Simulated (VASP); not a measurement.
AgCl (Chlorargyrite): single point with PBEsol

**What was measured.**

A printed reference work, data compilation reports, for a bulk crystal of AgCl: band gap 3.249 eV (indirect).

The system is AgCl (Chlorargyrite).

```
CELL_PARAMETERS angstrom
0.00000 2.71014 2.71014
2.71014 0.00000 2.71014
2.71014 2.71014 0.00000
ATOMIC_POSITIONS crystal
Ag 0.00000 0.00000 0.00000
Cl 0.50000 0.50000 0.50000
```

| Item | Value |
| --- | --- |
| Program | VASP 6.6.1 |
| Task | single point |
| Functional | PBEsol |
| Potentials or basis | VASP PAW PBE potentials, release 64 (Ag, Cl) |
| Cutoff | 500 eV |
| k mesh | 8 × 8 × 8 |
| Occupations | gaussian, width 0.01 eV |
| Spin | no spin polarisation |
| Dipole correction | no |
| Further INCAR settings | ALGO = Normal; EDIFF = 1e-06; NBANDS = 16 |

The pressure is 0.8 GPa. The band gap on the k mesh is 0.72 eV, indirect (least direct gap 3.28 eV).

Levels at points of the mesh, in eV from the valence-band top:
```tsv
k point	band 5	band 6	band 7	band 8	band 9	band 10	band 11	band 12	band 13	band 14
(0.00, 0.00, 0.00)	-2.74	-2.74	-2.62	-2.62	-2.62	0.72	10.72	10.72	10.72	11.97
(0.50, 0.00, 0.00)	-2.33	-2.33	-1.98	0.00	0.00	3.84	6.83	7.39	7.39	13.58
(0.50, 0.50, 0.00)	-3.19	-2.51	-2.19	-2.19	-2.06	2.11	7.76	8.69	11.71	11.71
```

Run time: 12 s on 1 thread of AMD EPYC 9R45 96-Core Processor (Zen 5), on a shared host, peak memory 0.13 GiB.

Measured gap of AgCl: 3.249 eV (indirect; a printed reference work, data compilation). This calculation gives 0.72 eV (-2.53 eV). So large a miss can be the level of theory's own, or it may mean another phase, state or a wrong row. Spin-orbit coupling on Ag is left out. The value is that of PBEsol on a finite k mesh, which can miss the band edges, without temperature or zero-point motion. Semilocal functionals fall short of measured gaps as a rule.

Caveat: the PAW data sets were made with another functional, which shifts forces and pressure a little.
